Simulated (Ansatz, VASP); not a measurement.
# Os in VASP and in Ansatz

File INCAR:

```
SYSTEM = Os
PREC     = Accurate       ! precision mode
ENCUT    = 520            ! plane-wave cutoff, eV
EDIFF    = 1E-6           ! SCF threshold, eV
ISMEAR   = -1             ! smearing method
SIGMA    = 0.05           ! smearing width, eV
LREAL    = .False.        ! projectors in reciprocal space
LASPH    = .True.         ! aspherical terms in the spheres
NELM     = 60             ! most SCF steps
ALGO     = Normal         ! electronic algorithm
ISIF     = 2              ! what is computed and relaxed
LWAVE    = .False.        ! write WAVECAR
LCHARG   = .False.        ! write CHGCAR
GGA      = PE             ! functional
NBANDS   = 10             ! bands
```

Contents of KPOINTS:

```
regular mesh
0
Gamma
  16 16 15
  0 0 0
```

File POSCAR:

```
Os
1.0
    2.5667343885      0.0000000000      0.0000000000
   -1.2833671942      2.2228571852      0.0000000000
    0.0000000000      0.0000000000      2.4346629791
Os
1
Direct
    0.0000000000      0.0000000000      0.0000000000
```

Input for Ansatz:

```yaml
crystal:
  lattice:
    - [2.5667343885, 0.0, 0.0]
    - [-1.2833671942, 2.2228571852, 0.0]
    - [0.0, 0.0, 2.4346629791]
  atoms:
    - { symbol: Os, position: [0.0, 0.0, 0.0] }
kpoints:
  mp_grid: { grid: [16, 16, 15] }
scf:
  occupations: { method: fermi_dirac, width: 0.05 }
hamiltonian:
  xc: pbe
  pseudopotentials: { kind: all_electron, lapw: { basis_error: 0.001 } }
output:
  forces: true
  stress: true
  eigenvalues: true
  populations: true
```

Change from the starting cell: volume scaled by 0.88, LAPW.

Alike in both runs: task single point; functional PBE; k mesh 16 × 16 × 15; occupations fermi-dirac, width 0.05 eV; no spin polarisation.

```csv
,VASP,Ansatz
version,VASP 6.6.1,Ansatz 0.2.0
potentials or method,"VASP PAW PBE potentials, release 64 (Os)","all-electron LAPW, scalar-relativistic"
plane-wave cutoff (eV),520,see its input
```

```csv
,VASP,Ansatz,Ansatz less VASP
pressure (GPa),53.8,52.7,-1.09
largest component of the traceless stress (GPa),0.36,0.01,-0.352
```

Ansatz ran all-electron here, so the differences hold the error of VASP's frozen core and of both bases.

Caveats: so large a pressure means that the cell lies far from this level's equilibrium, or that cutoff or potentials fall short (VASP). The runs have no spin-orbit coupling, so splittings on Os are missing.
